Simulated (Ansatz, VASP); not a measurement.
## One calculation of Mo, two programs

```xyz
2
Lattice="3.1628 0.0000 0.0000 0.0000 3.1628 0.0000 0.0000 0.0000 3.1628" Properties=species:S:1:pos:R:3 pbc="T T T"
Mo    0.0000    0.0000    0.0000
Mo    1.5814    1.5814    1.5814
```

Alike in both runs: task single point; functional PBEsol; k mesh 8 × 8 × 8; occupations fermi-dirac, width 0.0816 eV; no spin polarisation.

|  | VASP | Ansatz |
| --- | --- | --- |
| version | VASP 6.6.1 | Ansatz 0.2.0 |
| potentials or method | VASP PAW PBE potentials, release 64 (Mo_sv) | PAW with Ansatz's default frozen-core files, scalar-relativistic |
| plane-wave cutoff (eV) | 520 | 420 |
| valence electrons in the cell | 28 | 28 |

Ansatz gave:

| Property | Result |
| --- | --- |
| pressure (GPa) | -7.9 |

**Question.** What did VASP give for the same quantities?

**Answer.** Pressure (GPa): -7.4.

Caveats: the PAW data sets were made with another functional, which shifts forces and pressure a little (VASP).
